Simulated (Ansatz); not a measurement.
# Rhodium, fcc under r²SCAN: structure, energy and stiffness

Aim: take rhodium in the fcc structure, relax it, solve it on a dense k-mesh, switch on spin-orbit coupling, then scale the cell to 7 volumes from 88 to 112 % of the relaxed one and try a fit of the equation of state. The start is ferromagnetic. The k-meshes are 14×14×14 for the relaxation; 23×23×23 for the dense run; 14×14×14 for spin-orbit coupling; 23×23×23 for the volumes. The starting cell is the deposited one, from the Crystallography Open Database.

Program: Ansatz 0.2.0. Level of theory: DFT r2SCAN, plane waves (500 eV) with PAW, scalar-relativistic; PBE-made PAW files. These are calculated values, not measurements.

### Step 1. Starting point

The structure is cubic, space group Fm-3m (No. 225). The conventional cell has a = 3.803 Å, b = 3.803 Å, c = 3.803 Å, α = 90.00°, β = 90.00°, γ = 90.00°. Around Rh (site symmetry m-3m) lie 12 Rh at 2.69 Å.

Coordinates:

```
Rh
1.0
     0.00000    1.90155    1.90155
     1.90155    0.00000    1.90155
     1.90155    1.90155    0.00000
Rh
1
Direct
  0.00000 0.00000 0.00000
```

The atoms start with moments of +1 μB.

### Step 2. Relaxation of the cell

Input file input.yaml:

```yaml
crystal:
  lattice:
    - [0.0, 1.90155, 1.90155]
    - [1.90155, 0.0, 1.90155]
    - [1.90155, 1.90155, 0.0]
  atoms:
    - { symbol: Rh, position: [0.0, 0.0, 0.0], spin: 1.0 }
hamiltonian:
  xc: r2scan
  pseudopotentials:
    kind: paw
    azcp:
      Rh: "pseudopotentials/Rh.paw.azcp"
basis:
  ecutwfc: 500
  fft_grid_basis: typed
kpoints:
  mp_grid: { grid: [14, 14, 14], shift: [0, 0, 0] }
magnetization:
  spin_polarized: true
scf:
  occupations: { method: fermi_dirac, width: 0.05 }
relax:
  max_steps: 60
  f_tol: 0.01
  cell: {}
```

Log:

```text
Warning: RAYON_NUM_THREADS=4 ignored (pool sized by the plan → 4); use --threads N
Engine: ansatz 0.2.0, aarch64-unknown-linux-gnu
Pseudopotentials: kind: paw
Pseudopotential: Rh, paw, valence charge 17, recommended cutoff 500 eV (meta_gga), <dir>
Functional definition: r2SCAN
  parameter k0 = 0.174
  parameter k1 = 0.065
  parameter a1 = 4.9479
  exchange = r2scan_x(k0 = k0, k1 = k1, a1 = a1)
  correlation = r2scan_c
Crystal: 1 atoms, lattice volume = 13.752 Å³
Basis set: ecut = 500 eV, 339 PW (Γ), exchange–correlation on 80×80×80 points (64 copies of the dense FFT grid, shifted against one another)
Bands: 13, of which v1, the nominal top of the filled ones, is band 9 counted from 1 (8 counted from 0)
Symmetry: 48 space group operations
Space group: Fm-3m (ITA 225), of the structure as read, at distance tolerance 2.4e-5 Å
Magnetic group: BNS 225.116 (UNI 1618), of the structure as read, at distance tolerance 2.4e-5 Å
k-points: 104 of 2744
Non-local potential: Rh, projectors of the file, l = 0: 3, l = 1: 2, l = 2: 2, l = 3: 1
PAW form: soft (Blöchl's): semilocal exchange-correlation on the pseudo side does not see the compensation charge
PAW frozen core: Rh, regenerated for the run's functional (the file was generated under x = pbe(κ = 0.804, μ = 0.2195149727645171), c = pbe(β = 0.06672455060314922))
PAW one-centre angular grid: Rh, 590 points (default); XC on 160 Gauss nodes
Initial density: superposition of atomic densities (chi_scale 0.1, normalization cell)
Starting moments: Σ|m| = 1 μB on 1 of 1 site
Initial wavefunctions: pseudopotential atomic-orbital guess
Functional: x = r2scan, c = r2scan; τ floored in thin density (d = 2e-4 eV/Å³)
SCF iter   1: F=—  HF=-6415.712688 eV  |F-HF|=—  |Δ(HF+E_count)|=         —  Δρ=5.61e-2 (↑5.61e-2 ↓4.80e-2)  dr2=1.30e0  dr2_τ=9.95e-3  dr2_m=1.99e-2  M=0.681 μB ∫|m|=0.693 μB  β_m=0.94  ethr=3.10e-3  ⟨swp⟩=5.4  Hψ=15059  notcnv=0
Mixer restart at iter 1: flushing history
preconditioner: auto → none  [metal: Δε(μ)=0.041 eV  Ē_g=14.591 eV  σ=0.050 eV  W_gap=0.20  n_scr=0 (ndim 8)  ℏωp=30.0 eV  f_vac=0.000  D(μ)=1.43/eV (n_scr^D=14)]
SCF iter   2: F=—  HF=-6415.193328 eV  |F-HF|=—  |Δ(HF+E_count)|=   5.19e-1  Δρ=1.74e-2 (↑1.63e-2 ↓1.74e-2)  dr2=1.01e-1  dr2_τ=6.51e-3  dr2_m=9.38e-4  M=0.634 μB ∫|m|=0.680 μB  β_m=1.00  ethr=3.10e-3  ⟨swp⟩=2.6  Hψ=6320  notcnv=0  defer=25  κ⁻¹=1.0e0(r=1)
SCF iter   3: F=—  HF=-6415.283829 eV  |F-HF|=—  |Δ(HF+E_count)|=         —  Δρ=3.14e-2 (↑3.14e-2 ↓2.76e-2)  dr2=1.77e-2  dr2_τ=8.75e-3  dr2_m=9.52e-2  M=0.252 μB ∫|m|=0.309 μB  β_m=0.51  ethr=5.97e-4  ⟨swp⟩=2.5  Hψ=4629  notcnv=0  defer=25
Mixer restart at iter 3: flushing history
SCF iter   4: F=—  HF=-6415.294216 eV  |F-HF|=—  |Δ(HF+E_count)|=   1.04e-2  Δρ=2.37e-2 (↑2.37e-2 ↓2.25e-2)  dr2=7.57e-3  dr2_τ=1.92e-3  dr2_m=5.95e-2  M=0.151 μB ∫|m|=0.195 μB  β_m=0.30  ethr=1.04e-4  ⟨swp⟩=2.2  Hψ=3815  notcnv=0  defer=25  κ⁻¹=1.0e0(r=1)
SCF iter   5: F=—  HF=-6415.282314 eV  |F-HF|=—  |Δ(HF+E_count)|=   1.19e-2  Δρ=4.23e-3 (↑2.77e-3 ↓4.23e-3)  dr2=3.75e-4  dr2_τ=1.13e-4  dr2_m=1.36e-3  M=-0.021 μB ∫|m|=0.022 μB  β_m=0.80  ethr=4.45e-5  ⟨swp⟩=2.0  Hψ=5067  notcnv=0  defer=25  κ⁻¹=3.4e-2(r=2)
SCF iter   6: F=—  HF=-6415.278974 eV  |F-HF|=—  |Δ(HF+E_count)|=   3.34e-3  Δρ=1.18e-3 (↑7.58e-4 ↓1.18e-3)  dr2=3.23e-5  dr2_τ=5.68e-6  dr2_m=9.22e-5  M=-0.030 μB ∫|m|=0.030 μB  β_m=1.00  ethr=2.21e-6  ⟨swp⟩=2.0  Hψ=4905  notcnv=0  defer=25  κ⁻¹=2.2e-3(r=3)
SCF iter   7: F=—  HF=-6415.278521 eV  |F-HF|=—  |Δ(HF+E_count)|=   4.53e-4  Δρ=5.19e-4 (↑5.19e-4 ↓5.17e-4)  dr2=1.01e-5  dr2_τ=3.19e-6  dr2_m=2.62e-5  M=-0.029 μB ∫|m|=0.031 μB  β_m=1.00  ethr=1.90e-7  ⟨swp⟩=2.0  Hψ=4574  notcnv=0  defer=25  κ⁻¹=2.6e-4(r=4)
SCF iter   8: F=—  HF=-6415.278802 eV  |F-HF|=—  |Δ(HF+E_count)|=   2.81e-4  Δρ=3.78e-4 (↑3.24e-4 ↓3.78e-4)  dr2=5.08e-6  dr2_τ=1.04e-6  dr2_m=9.03e-6  M=-0.018 μB ∫|m|=0.020 μB  β_m=1.00  ethr=5.92e-8  ⟨swp⟩=2.0  Hψ=4562  notcnv=0  defer=25  κ⁻¹=1.7e-5(r=5)
SCF iter   9: F=—  HF=-6415.278917 eV  |F-HF|=—  |Δ(HF+E_count)|=   1.15e-4  Δρ=3.17e-4 (↑2.76e-4 ↓3.17e-4)  dr2=3.79e-6  dr2_τ=6.90e-7  dr2_m=5.73e-6  M=-0.011 μB ∫|m|=0.012 μB  β_m=0.40  ethr=2.99e-8  ⟨swp⟩=2.0  Hψ=4532  notcnv=0  defer=25  κ⁻¹=2.3e-6(r=6)
SCF iter  10: F=—  HF=-6415.279013 eV  |F-HF|=—  |Δ(HF+E_count)|=   9.59e-5  Δρ=7.16e-5 (↑7.16e-5 ↓4.33e-5)  dr2=1.48e-7  dr2_τ=2.16e-8  dr2_m=2.35e-7  M=0.003 μB ∫|m|=0.004 μB  β_m=1.00  ethr=2.23e-8  ⟨swp⟩=2.7  Hψ=5274  notcnv=0  defer=25  κ⁻¹=2.7e-7(r=7)
SCF iter  11: F=—  HF=-6415.279012 eV  |F-HF|=—  |Δ(HF+E_count)|=   1.04e-6  Δρ=5.70e-5 (↑5.70e-5 ↓5.27e-5)  dr2=5.86e-9  dr2_τ=3.21e-8  dr2_m=3.74e-7  M=0.003 μB ∫|m|=0.004 μB  β_m=1.00  ethr=8.72e-10  ⟨swp⟩=2.0  Hψ=4520  notcnv=0  defer=25  κ⁻¹=2.1e-7(r=8)
SCF iter  12: F=—  HF=-6415.279016 eV  |F-HF|=—  |Δ(HF+E_count)|=   4.09e-6  Δρ=2.89e-5 (↑2.89e-5 ↓2.55e-5)  dr2=2.62e-9  dr2_τ=7.70e-9  dr2_m=9.02e-8  M=0.002 μB ∫|m|=0.002 μB  β_m=1.00  ethr=3.45e-11  ⟨swp⟩=3.0  Hψ=6333  notcnv=0  defer=25  κ⁻¹=9.1e-8(r=8)
SCF iter  13: F=—  HF=-6415.279017 eV  |F-HF|=—  |Δ(HF+E_count)|=   9.62e-7  Δρ=3.01e-6 (↑3.01e-6 ↓2.58e-6)  dr2=5.70e-10  dr2_τ=6.68e-11  dr2_m=4.34e-10  M=0.000 μB ∫|m|=0.000 μB  β_m=1.00  ethr=1.54e-11  ⟨swp⟩=3.0  Hψ=6362  notcnv=0  defer=25  κ⁻¹=1.0e-6(r=8)
SCF iter  14: F=—  HF=-6415.279017 eV  |F-HF|=—  |Δ(HF+E_count)|=   1.28e-8  Δρ=4.13e-6 (↑4.13e-6 ↓3.98e-6)  dr2=8.68e-11  dr2_τ=2.09e-10  dr2_m=2.00e-9  M=0.000 μB ∫|m|=0.000 μB  β_m=1.00  ethr=3.35e-12  ⟨swp⟩=2.0  Hψ=4505  notcnv=0  defer=25  κ⁻¹=1.3e-7(r=8)
SCF iter  15: F=—  HF=-6415.279017 eV  |F-HF|=—  |Δ(HF+E_count)|=   2.40e-8  Δρ=2.91e-6 (↑2.91e-6 ↓2.78e-6)  dr2=4.37e-11  dr2_τ=1.02e-10  dr2_m=9.88e-10  M=0.000 μB ∫|m|=0.000 μB  β_m=1.00  ethr=1.00e-12  ⟨swp⟩=2.7  Hψ=5511  notcnv=0  defer=25  κ⁻¹=1.3e-6(r=8)
SCF iter  16: F=—  HF=-6415.279017 eV  |F-HF|=—  |Δ(HF+E_count)|=   1.77e-8  Δρ=2.78e-7 (↑2.78e-7 ↓2.35e-7)  dr2=3.70e-13  dr2_τ=5.41e-13  dr2_m=8.07e-12  M=0.000 μB ∫|m|=0.000 μB  β_m=1.00  ethr=1.00e-12  ⟨swp⟩=3.1  Hψ=6219  notcnv=0  defer=25  κ⁻¹=4.9e-8(r=8)
SCF iter  17: F=—  HF=-6415.279017 eV  |F-HF|=—  |Δ(HF+E_count)|=  1.62e-10  Δρ=5.04e-7 (↑4.62e-7 ↓5.04e-7)  dr2=1.57e-13  dr2_τ=1.44e-12  dr2_m=2.93e-11  M=-0.000 μB ∫|m|=0.000 μB  β_m=1.00  ethr=1.00e-12  ⟨swp⟩=1.0  Hψ=7860  notcnv=0  κ⁻¹=1.7e-8(r=8)
SCF iter  18: F=-6415.279017 eV  HF=-6415.279017 eV  |F-HF|=2.67e-10  |Δ(HF+E_count)|=  1.82e-10  Δρ=3.86e-7 (↑3.41e-7 ↓3.86e-7)  dr2=1.65e-13  dr2_τ=7.92e-13  dr2_m=1.65e-11  M=-0.000 μB ∫|m|=0.000 μB  ethr=1.00e-12  ⟨swp⟩=2.0  Hψ=4688  notcnv=0
WARN: the starting moments were not kept: the SCF closed with an absolute magnetisation of 3.0e-6 μB, where they sum to 1 μB in size (1 site). That is at most 0.1 of that sum. Measured as dr2_m measures the in/out step, that magnetisation stands 8.8e-12 eV from none, at or under the dr2_threshold of 1.0e-7 eV: it is no larger than a step whose dr2_m would equal this threshold. The system may hold no moment; this SCF shows only that its start led to no more than that. To try another start: raise the starting moments (crystal.atoms[].spin, magnetization.per_species, magnetization.initial_magnetization, or on a non-collinear deck that types none of these the spinor_matrix: blocks that start its atoms; where the total moment is fixed, keep their sum and leave initial_magnetization as it is; typed ones take the place of any that the run laid by itself, positive ones on a crystal's lanthanoids without a Hubbard term where scf.initial_density.shell_occupations: [] is typed) or, if the notice of its spin-set hold's release reads "site moments contracting" or "site moments show no strong build", lengthen the hold (scf.mixing.spin_hold: { on: { confirm: 4 } }; for m-r²SCAN on two components see the key's manual first). Each may lead to a state that holds a moment. A second SCF, from the converged charge density, with the starting moments and any scf.initial_density.shell_occupations laid on it anew, would have followed, and was not run: the deck does not ask for one (magnetization.retry_lost_moments is false, the default). To let it run, set magnetization.retry_lost_moments: true and run the deck again, where that key's refused combinations let it; where memory then withholds it, that run's warning says so.
SCF 1 converged in 18 iterations: F = -6415.279017 eV  dr2 = 1.65e-13
relax step   1: F+E_penalty+E_count = -6415.27901692 eV  Δ(F+E_penalty+E_count) = +0.000e0 eV  max|allowed force component| = 0.000e0 eV/Å  Δτ_max = 0.0000 Å  P = -0.621 GPa  Ω = 13.752 Å³  (18 SCF iters, dr2 threshold 1.00e-7 eV, accepted)
[... 23 lines left out ...]
relax step   2: F+E_penalty+E_count = -6415.27904696 eV  Δ(F+E_penalty+E_count) = -3.004e-5 eV  max|allowed force component| = 0.000e0 eV/Å  Δτ_max = 0.0000 Å  P = +0.526 GPa  Ω = 13.696 Å³  energy of the carried Pulay correction = +1.254e-5 eV  (14 SCF iters, dr2 threshold 1.00e-7 eV, accepted)
[... 19 lines left out ...]
relax step   3: F+E_penalty+E_count = -6415.27908297 eV  Δ(F+E_penalty+E_count) = -3.601e-5 eV  max|allowed force component| = 0.000e0 eV/Å  Δτ_max = 0.0000 Å  P = -0.002 GPa  Ω = 13.721 Å³  energy of the carried Pulay correction = +6.796e-6 eV  (14 SCF iters, dr2 threshold 1.00e-7 eV, accepted)
[... 18 lines left out ...]
relax step   4: F+E_penalty+E_count = -6415.27907412 eV  Δ(F+E_penalty+E_count) = +8.852e-6 eV  max|allowed force component| = 0.000e0 eV/Å  Δτ_max = 0.0000 Å  P = -0.003 GPa  Ω = 13.721 Å³  stress off target by 3.16e-3 GPa  SCF on the basis re-selected at this cell (its energy is not comparable with the rows above)  (12 SCF iters)
basis re-selected at this cell: Δ(F+E_penalty+E_count) = +8.852e-6 eV, ΔP = -0.001 GPa vs the last step (what re-selecting the basis moved, of the pressure what is left beyond the Pulay correction that the steps carried, after the strain that the cell walked since its last selection, with what the two solves' SCF thresholds leave and, on support functions, any second-order correction that the steps lacked; it is no measure of the basis error at this ecutwfc). This SCF's stress stands 3.16e-3 GPa from its target on what of the cell is left free (relax.cell.stress_tol is 5.00e-2 GPa) and its largest allowed force component is 0.00e0 eV/Å (relax.f_tol is 1.00e-2 eV/Å): within both
SCF converged after 12 iterations
Stability not checked: this state was not tested for a lower state beside it, because the mixer in use, unlike msr1, does not test its closes by its own steps (another_mixer; see scf.mixing.algorithm and scf.lower_state_search)
Magnetization: 0.0000 μB (8.5000 up, 8.5000 down)
Absolute magnetization: 0.0000 μB (∫|ρ↑−ρ↓|, with the PAW one-centre terms)
Spin contamination: 0.0000 ħ² per cell (⟨S²⟩ above its minimum at these occupations)
Per-site moments (μB) at R_I (Å): [(3.560474514411937e-8, 1.1084769258298888)]
Free energy (F): -6415.279074 eV
Harris-Foulkes:  -6415.279074 eV  (|F-HF|=1.82e-12)
Internal energy: -6415.269192 eV  (E = F + TS)
E sigma→0 (E₀):  -6415.274133 eV
Entropy (-TS):   -0.009882 eV (-9.882 meV/atom)
Fermi energy:    22.251691 eV
--- Per-component energies (eV) ---
  E_band       = -101.395468
  E_kinetic    = 573.327405
  E_local      = -1562.051358  (includes V_loc(G=0)·N_el)
  E_nonlocal   = 355.436119
  E_hartree    = 549.806497
  E_xc         = -216.845506
  E_vxc        = -314.176605  (∫ρ·V_xc dr)
  E_paw        = -3604.258084  (= ΣΔE_a)
  E_vpaw       = -274.796605  (= ΣTr[D̂ρ^β])
  E_aug_tail   = 0.000688  (compensation charges beyond the density's cutoff)
  E_vtau       = 21.251876  (kinetic-family band-sum trace: ∫τ·v_τ [+ j·A + Jᵃ·Aᵃ] dr)
  E_ewald      = -2510.314994
  E_core_change = -0.369959  (= ΣΔE_core)
  E_smearing   = -0.009882  (= −TS)
  E_closure    = -0.000000  (closes the sum)
  Σ components = -6415.279074   (vs F -6415.279074, Δ=0.00e0)
--- Forces (eV/Å), atoms counted from 1 ---
  atom   1  Rh    -0.00000000     0.00000000    -0.00000000
  max |Σ_I F_I| component: 6.16e-32 eV/Å
--- Stress (GPa, compression-positive) ---
       -0.003164      -0.000000      -0.000000
       -0.000000      -0.003164      -0.000000
       -0.000000      -0.000000      -0.003164
  P = ⅓ Tr σ = -0.0032 GPa (-0.032 kbar)
--- Relaxed structure (3 steps of the walk, 3 accepted, 1 SCFs on fresh bases) ---
  F+E_penalty+E_count = -6415.27907412 eV   max|allowed force component| = 0.000e0 eV/Å   (the final SCF, on the basis selected at the relaxed cell)
  cell:  # Å, volume = 13.7212 Å³
    - [1.7833802115134561e-34, 1.9001492146500172, 1.9001492146500172]
    - [1.9001492146500172, 5.955216063446721e-34, 1.9001492146500172]
    - [1.9001492146500172, 1.9001492146500172, 1.6241498354854697e-34]
  atoms:
    - { symbol: Rh, position: [0.0, 0.0, 0.0] }
```

It took 8.9 s on 4 threads of an Arm CPU, shared host; peak memory 0.31 GiB.

Relaxation path:

```tsv
step	energy change (meV/atom)	largest force (eV/Å)	pressure (GPa)	volume (Å³/atom)
1	0.00	0.0000	-0.62	13.752
2	-0.03	0.0000	0.53	13.696
3	-0.07	0.0000	0.00	13.721
4	-0.06	0.0000	0.00	13.721
```

Steps that repeat a cell are solved on a basis chosen anew, so their changes of energy are no gain of the relaxation.

Changes in the cell that was computed:

|  | before | after | change |
| --- | --- | --- | --- |
| a (Å) | 2.689 | 2.687 | -0.1 % |
| b (Å) | 2.689 | 2.687 | -0.1 % |
| c (Å) | 2.689 | 2.687 | -0.1 % |
| volume (Å³/atom) | 13.752 | 13.721 | -0.2 % |
| shortest distance (Å) | 2.689 | 2.687 | -0.1 % |
| space group (spins left aside) | Fm-3m | Fm-3m | same |

### Step 3. Dense single point

Input file input.yaml:

```yaml
crystal:
  lattice:
    - [0.0, 1.9001492147, 1.9001492147]
    - [1.9001492147, 0.0, 1.9001492147]
    - [1.9001492147, 1.9001492147, 0.0]
  atoms:
    - { symbol: Rh, position: [0.0, 0.0, 0.0], spin: 1.0 }
hamiltonian:
  xc: r2scan
  pseudopotentials:
    kind: paw
    azcp:
      Rh: "pseudopotentials/Rh.paw.azcp"
basis:
  ecutwfc: 500
  fft_grid_basis: typed
kpoints:
  mp_grid: { grid: [23, 23, 23], shift: [0, 0, 0] }
magnetization:
  spin_polarized: true
scf:
  occupations: { method: fermi_dirac, width: 0.05 }
```

Log (excerpt; [...] marks lines left out):

```text
Warning: RAYON_NUM_THREADS=4 ignored (pool sized by the plan → 4); use --threads N
[...]
Pseudopotentials: kind: paw
Pseudopotential: Rh, paw, valence charge 17, recommended cutoff 500 eV (meta_gga), <dir>
Functional definition: r2SCAN
[...]
Crystal: 1 atoms, lattice volume = 13.721 Å³
Basis set: ecut = 500 eV, 339 PW (Γ), exchange–correlation on 80×80×80 points (64 copies of the dense FFT grid, shifted against one another)
Bands: 13, of which v1, the nominal top of the filled ones, is band 9 counted from 1 (8 counted from 0)
Symmetry: 48 space group operations
Space group: Fm-3m (ITA 225), of the structure as read, at distance tolerance 2.4e-5 Å
Magnetic group: BNS 225.116 (UNI 1618), of the structure as read, at distance tolerance 2.4e-5 Å
k-points: 364 of 12167
[...]
Starting moments: Σ|m| = 1 μB on 1 of 1 site
[...]
SCF iter   1: F=—  HF=-6415.714716 eV  |F-HF|=—  |Δ(HF+E_count)|=         —  Δρ=5.61e-2 (↑5.61e-2 ↓4.80e-2)  dr2=1.30e0  dr2_τ=9.91e-3  dr2_m=2.02e-2  M=0.679 μB ∫|m|=0.692 μB  β_m=0.93  ethr=3.10e-3  ⟨swp⟩=5.3  Hψ=52740  notcnv=0
[...]
SCF iter  16: F=-6415.278552 eV  HF=-6415.278552 eV  |F-HF|=3.00e-11  |Δ(HF+E_count)|=  3.63e-10  Δρ=3.14e-7 (↑2.62e-7 ↓3.14e-7)  dr2=9.57e-12  dr2_τ=6.41e-13  dr2_m=4.77e-12  M=-0.000 μB ∫|m|=0.000 μB  ethr=1.00e-12  ⟨swp⟩=1.0  Hψ=28106  notcnv=0
[...]
WARN: the starting moments were not kept: the SCF closed with an absolute magnetisation of 4.6e-6 μB, where they sum to 1 μB in size (1 site). That is at most 0.1 of that sum. Measured as dr2_m measures the in/out step, that magnetisation stands 1.3e-11 eV from none, at or under the [...]
this state was not tested for a lower state beside it, because the mixer in use, unlike msr1, does not test its closes by its own steps (another_mixer; see scf.mixing.algorithm and scf.lower_state_search)
SCF converged after 16 iterations
Magnetization: -0.0000 μB (8.5000 up, 8.5000 down)
Absolute magnetization: 0.0000 μB (∫|ρ↑−ρ↓|, with the PAW one-centre terms)
Spin contamination: 0.0000 ħ² per cell (⟨S²⟩ above its minimum at these occupations)
Per-site moments (μB) at R_I (Å): [(-4.237285479311514e-6, 1.1084769258590472)]
Free energy (F): -6415.278552 eV
[...]
E sigma→0 (E₀):  -6415.273646 eV
Entropy (-TS):   -0.009813 eV (-9.813 meV/atom)
Fermi energy:    22.260249 eV
[...]
```

It took 7.6 s on 4 threads of an Arm CPU, shared host; peak memory 0.4 GiB.

### Step 4. With spin-orbit coupling

Input file input.yaml:

```yaml
crystal:
  lattice:
    - [0.0, 1.9001492147, 1.9001492147]
    - [1.9001492147, 0.0, 1.9001492147]
    - [1.9001492147, 1.9001492147, 0.0]
  atoms:
    - { symbol: Rh, position: [0.0, 0.0, 0.0], spin: 1.0, spin_axis: [0, 0, 1] }
hamiltonian:
  xc: r2scan
  pseudopotentials:
    kind: paw_fr
    azcp:
      Rh: "pseudopotentials/Rh.paw.azcp"
basis:
  ecutwfc: 500
  fft_grid_basis: typed
kpoints:
  mp_grid: { grid: [14, 14, 14], shift: [0, 0, 0] }
magnetization:
  noncollinear: true
  spin_orbit: true
scf:
  occupations: { method: fermi_dirac, width: 0.05 }
```

Log (excerpt; [...] marks lines left out):

```text
Warning: RAYON_NUM_THREADS=4 ignored (pool sized by the plan → 4); use --threads N
[...]
Pseudopotentials: kind: paw_fr
Pseudopotential: Rh, paw_fr, valence charge 17, recommended cutoff 500 eV (meta_gga), <dir>
Functional definition: r2SCAN
[...]
Crystal: 1 atoms, lattice volume = 13.721 Å³
Basis set: ecut = 500 eV, 339 PW (Γ), exchange–correlation on 80×80×80 points (64 copies of the dense FFT grid, shifted against one another)
Bands: 26, of which v1, the nominal top of the filled ones, is band 17 counted from 1 (16 counted from 0)
Symmetry: 8 space group operations + 8 with time reversal
Magnetic group: BNS 139.537 (UNI 1197), of the structure as read, at distance tolerance 2.4e-5 Å
k-points: 244 of 2744 (time reversal used)
Projection manifold: j_resolved (fully-relativistic pseudo-atomic orbitals)
[...]
Starting moments: Σ|m| = 1 μB on 1 of 1 site
[...]
SCF iter  19: F=-6408.412789 eV  HF=-6408.412789 eV  |F-HF|=3.52e-10  |Δ(HF+E_count)|=   6.30e-9  Δρ=4.36e-7  dr2=3.91e-12  dr2_τ=3.61e-13  dr2_m=2.46e-12  ethr=1.00e-12  |M|=8.65e-6 ∫|m|=1.04e-5 μB  |m|>n=0.0e0 m-floor=0.0e0 τ_xc=2.6e-13  ⟨swp⟩=3.0  Hψ=15543  notcnv=0
WARN: the starting moments were not kept: the SCF closed with an absolute magnetisation of 1.0e-5 μB, where they sum to 1 μB in size (1 site). That is at most 0.1 of that sum. Measured as dr2_m measures the in/out step, that magnetisation stands 6.5e-11 eV from none, at or under the [...]
SCF converged after 19 iterations
Stability not checked: this state was not tested for a lower state beside it, because the mixer in use, unlike msr1, does not test its closes by its own steps (another_mixer; see scf.mixing.algorithm and scf.lower_state_search)
Magnetization: |M| = 0.0000 μB,  M = (-0.0000, -0.0000, +0.0000) μB
Absolute magnetization: 0.0000 μB (∫|m|, with the PAW one-centre terms)
  site 0: m = (+0.0000, -0.0000, +0.0000) μB, |m| = 0.0000 μB  (R = 1.11 Å)
Free energy (F): -6408.412789 eV
[...]
E sigma→0 (E₀):  -6408.407949 eV
Entropy (-TS):   -0.009679 eV (-9.679 meV/atom)
Fermi energy:    22.260144 eV
[...]
```

It took 24 s on 4 threads of an Arm CPU, shared host; peak memory 0.52 GiB.

With and without spin-orbit coupling:

```tsv
	scalar-relativistic	with spin-orbit coupling
k-mesh	23×23×23	14×14×14
gap on the mesh	none (levels filled in part)	none (levels filled in part)
magnetic state	non-magnetic	non-magnetic
```

The meshes differ, so small differences between the columns need not come from spin-orbit coupling.

(Part 1 of 2 ends here.)
